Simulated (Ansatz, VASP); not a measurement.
# One calculation of Au, two programs

The input INCAR:

```
PREC = Accurate
ENCUT = 600
EDIFF = 1E-6
ISMEAR = -1
SIGMA = 0.05
LREAL = False
LASPH = True
NELM = 100
ALGO = Normal
ISIF = 3
LWAVE = False
LCHARG = False
GGA = B5
ALDAX = 1.0
AGGAX = 1.0
AGGAC = 1.0
ALDAC = 0.0
IVDW = 12
VDW_S6 = 1.0
VDW_S8 = 2.6996
VDW_A1 = 0.4298
VDW_A2 = 4.2359
IBRION = 2
NSW = 60
EDIFFG = -0.01
```

Contents of KPOINTS:

```
regular mesh
0
Gamma
  11 11 11
```

The input POSCAR:

```
Au
1.0
    0.0000000000      2.0350000000      2.0350000000
    2.0350000000      0.0000000000      2.0350000000
    2.0350000000      2.0350000000      0.0000000000
Au
1
Direct
    0.0000000000      0.0000000000      0.0000000000
```

The input input.yaml:

```yaml
crystal:
  lattice:
    - [0.0, 2.035, 2.035]
    - [2.035, 0.0, 2.035]
    - [2.035, 2.035, 0.0]
  atoms:
    - { symbol: Au, position: [0.0, 0.0, 0.0] }
hamiltonian:
  xc: blyp
  pseudopotentials: { kind: paw }
  dispersion: d3bj
kpoints:
  mp_grid: { grid: [11, 11, 11] }
scf:
  occupations: { method: fermi_dirac, width: 0.05 }
output:
  forces: true
  stress: true
  write_density: true
  write_potential: true
  elf: true
  volumetric_format: npy
relax:
  f_tol: 0.01
  max_steps: 40
  cell: { stress_tol: 0.05 }
```

Alike in both runs: task relaxation of cell and atoms; functional BLYP; dispersion D3(BJ); k mesh 11 × 11 × 11; occupations fermi-dirac, width 0.05 eV; no spin polarisation.

|  | VASP | Ansatz |
| --- | --- | --- |
| version | VASP 6.6.1 | Ansatz 0.2.0 |
| potentials or method | VASP PAW PBE potentials, release 64 (Au) | Ansatz PAW |
| plane-wave cutoff (eV) | 600 | 420 |
| valence electrons in the cell | 11 | 19 |

```csv
,VASP,Ansatz,Ansatz less VASP
"gap on the k mesh at the Fermi level, each at its own relaxed structure (eV)",none,none,-
relaxed volume (Å³/atom),17.66,17.57,-0.090
relaxed cell length with the largest relative difference (Å),2.923,2.918,-0.0050
energy change over the relaxation (meV/atom),-19,-15,+4.1
```

A gap of «none» marks a metal or a gap that the smearing closes. The two sets of potentials don't hold the same shells in valence.

Caveats: pairwise dispersion overbinds metals, which lowers pressure and volume; the PAW data sets were made with another functional, which shifts forces and pressure a little (VASP); the plane-wave basis is chosen anew once the cell has moved, so the energies of steps on either side of that aren't comparable (Ansatz); the PAW data sets come from PBE, with cores solved anew for the run's functional, which leaves a small shift of forces and pressure (Ansatz). The runs have no spin-orbit coupling, so splittings on Au are missing. Zero-point motion and thermal expansion aren't in these numbers.
